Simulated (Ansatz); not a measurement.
**Band structure of CdS**

```xyz
4
Lattice="4.1348 0.0000 0.0000 -2.0674 3.5808 0.0000 0.0000 0.0000 6.7490" Properties=species:S:1:pos:R:3 pbc="T T T"
Cd    0.0000    2.3872    0.0000
Cd    2.0674    1.1936    3.3745
S     0.0000    2.3872    2.5984
S     2.0674    1.1936    5.9729
```

Atom numbers follow the list: Cd1, Cd2, S3, S4.

The geometry is COD entry 9008862, unchecked; take it as a test cell. It differs from other determinations.

Level of theory: DFT, LDA, all-electron LAPW, scalar-relativistic (Ansatz 0.2.0).

Sampling and basis: a Γ-centred 8×8×4 k mesh, Fermi–Dirac smearing of 0.02 eV, basis error target 1 meV/atom, no spin polarisation.

Points in fractions of the reciprocal vectors of this cell: Γ (0, 0, 0), M (0.5, 0, 0), K (0.333, 0.333, 0), A (0, 0, 0.5), L (0.5, 0, 0.5), H (0.333, 0.333, 0.5). The path runs Γ–M–K–Γ–A–L–H–A–L. Energies are in eV from the top of the valence band; (×n) counts levels within 4 meV of each other, which need not be degenerate by symmetry.

Problem. Metal or insulator at this level of theory?

Solution. An insulator or semiconductor: gap 0.94 eV, direct at Γ.

Problem. Tabulate bands 32 to 37, counted from the lowest band of the run, along the path.

Solution. 
```csv
k (1/Å),point,band 32,band 33,band 34,band 35,band 36,band 37
0.00,Γ,-0.04,0.00,0.00,0.94,2.47,6.29
0.13,,-0.41,-0.07,-0.04,1.33,2.71,6.07
0.25,,-0.97,-0.17,-0.16,1.94,3.23,5.68
0.38,,-1.22,-0.35,-0.34,2.52,3.66,5.39
0.50,,-1.48,-0.59,-0.53,2.99,3.79,5.27
0.63,,-1.70,-0.87,-0.69,3.30,3.73,5.13
0.75,,-1.85,-1.13,-0.81,3.46,3.67,4.97
0.88,M,-1.90,-1.25,-0.85,3.50,3.64,4.91
0.95,,-1.94,-1.26,-0.90,3.57,3.73,4.91
1.02,,-2.06,-1.30,-1.04,3.75,3.98,4.89
1.09,,-2.16,-1.37,-1.22,3.99,4.33,4.86
1.17,,-2.16,-1.51,-1.37,4.26,4.69,4.80
1.24,,-2.08,-1.66,-1.50,4.48,4.75,4.93
1.31,,-1.96,-1.76,-1.65,4.58,4.80,4.99
1.38,K,-1.81,-1.81,-1.79,4.57,4.93,4.93
1.53,,-2.16,-1.65,-1.45,4.60,4.65,5.05
1.67,,-2.49,-1.34,-1.08,4.13,4.80,5.06
1.82,,-1.97,-0.94,-0.73,3.54,4.55,5.43
1.96,,-1.44,-0.56,-0.44,2.86,4.06,5.37
2.11,,-1.00,-0.25,-0.22,2.15,3.43,5.60
2.25,,-0.50,-0.08,-0.06,1.42,2.79,6.02
2.40,Γ,-0.04,0.00,0.00,0.94,2.47,6.29
2.46,,-0.19,-0.01,-0.01,1.09,2.48,6.29
2.53,,-0.51,-0.04,-0.04,1.38,2.50,6.31
2.60,,-0.64,-0.08,-0.08,1.71,2.54,6.13
2.66,,-0.59,-0.14,-0.14,2.02,2.58,5.94
2.73,,-0.52,-0.21,-0.21,2.28,2.61,5.82
2.80,,-0.45,-0.29,-0.29,2.47,2.62,5.80
2.86,A,-0.37,-0.37,-0.37,2.58,2.58,5.89
2.99,,-0.56,-0.43,-0.43,2.79,2.79,5.71
3.11,,-0.96,-0.58,-0.58,3.23,3.23,5.38
3.24,,-1.27,-0.80,-0.80,3.56,3.56,5.18
3.36,,-1.38,-1.03,-1.03,3.59,3.59,5.18
3.49,,-1.36,-1.22,-1.22,3.45,3.45,5.18
3.61,,-1.35,-1.32,-1.32,3.32,3.32,5.13
3.74,L,-1.40,-1.30,-1.30,3.27,3.27,5.11
3.81,,-1.50,-1.25,-1.25,3.33,3.33,5.14
3.88,,-1.69,-1.20,-1.20,3.50,3.50,5.23
3.96,,-1.93,-1.16,-1.16,3.71,3.71,5.38
4.03,,-2.16,-1.13,-1.13,3.91,3.91,5.58
4.10,,-2.36,-1.11,-1.11,4.07,4.07,5.78
4.17,,-2.49,-1.09,-1.09,4.15,4.15,5.92
4.25,H,-2.54,-1.09,-1.09,4.18,4.18,5.96
4.39,,-2.38,-1.11,-1.11,4.13,4.13,5.84
4.54,,-2.01,-1.18,-1.18,4.06,4.06,5.59
4.68,,-1.56,-1.25,-1.25,4.01,4.01,5.30
4.83,,-1.30,-1.05,-1.05,3.84,3.84,5.13
4.97,,-1.05,-0.68,-0.68,3.40,3.40,5.29
5.11,,-0.61,-0.45,-0.45,2.85,2.85,5.66
5.26,A,-0.37,-0.37,-0.37,2.58,2.58,5.89
```
